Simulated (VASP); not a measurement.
Write the native input for VASP 6.6.1 that does the following.

```
Task                   : relaxation of cell and atoms
Functional             : PBE
Potentials or basis    : VASP PAW PBE potentials, release 64 (Ge_d, Sb, Te)
Cutoff                 : 520 eV
k mesh                 : 4 × 4 × 10
Occupations            : gaussian, width 0.1 eV
Spin                   : no spin polarisation
Further INCAR settings : ALGO = Normal; EDIFF = 1e-07; IBRION = 2; POTIM = 0.3; EDIFFG = -0.005; NSW = 60; ISIF = 3
```

The structure of GeSb2Te4 lies in POSCAR:

```
GeSb2Te4                                
1.0
    8.2773589021      0.0000000000      0.0000000000
   -0.0000000000      8.2773589021     -0.0000000000
    0.0000000000      0.0000000000      3.1658224696
  Ge              Sb              Te            
     1     2     4
Direct
     0.0000000000000000    0.0000000000000000    0.0000000000000000
     0.0000000000000000    0.5000000000000000    0.5000000000000000
     0.5000000000000000    0.0000000000000000    0.5000000000000000
     0.7451471800561360    0.7451471800561360    0.0000000000000000
     0.2548528199438639    0.2548528199438639    0.0000000000000000
     0.7451471800561360    0.2548528199438639    0.0000000000000000
     0.2548528199438639    0.7451471800561360    0.0000000000000000
```

The cell was built by a generator and needn't be a form met in nature.

One way to write it, as run:

INCAR

```
PREC = Accurate
ENCUT = 520
EDIFF = 1E-7
ISMEAR = 0
SIGMA = 0.1
LREAL = False
LASPH = True
NELM = 120
ALGO = Normal
ISIF = 3
LWAVE = False
LCHARG = False
GGA = PE
IBRION = 2
NSW = 60
EDIFFG = -0.005
POTIM = 0.3
KPAR = 4
```

KPOINTS

```
Automatic mesh
0
Gamma
  4 4 10
```

Potentials or basis: VASP PAW PBE potentials, release 64 (Ge_d, Sb, Te).

Run with:

```console
$ cat potpaw_PBE.64/Ge_d/POTCAR potpaw_PBE.64/Sb/POTCAR potpaw_PBE.64/Te/POTCAR > POTCAR
$ mpirun -np 4 vasp_std > vasp.out
```

Results of the run:

| Item | Value |
| --- | --- |
| Relaxed volume | 30.98 Å³/atom |
| Relaxed cell | a = 8.278 Å, b = 8.278 Å, c = 3.165 Å, α = 90.00°, β = 90.00°, γ = 90.00° |
| Space group after relaxing (to 0.05 Å) | P4/mmm (No. 123) |
| Energy gained by relaxing | 0.0 meV/atom |
| Ionic steps | 2 |
| Pressure after relaxing | 0.0 GPa |
| Band gap on the k mesh | none (metal or under the smearing width) |

Wall time 58 s on 4 MPI ranks on Intel(R) Xeon(R) 6975P-C (Granite Rapids), on a shared host, peak memory 0.47 GiB a rank.
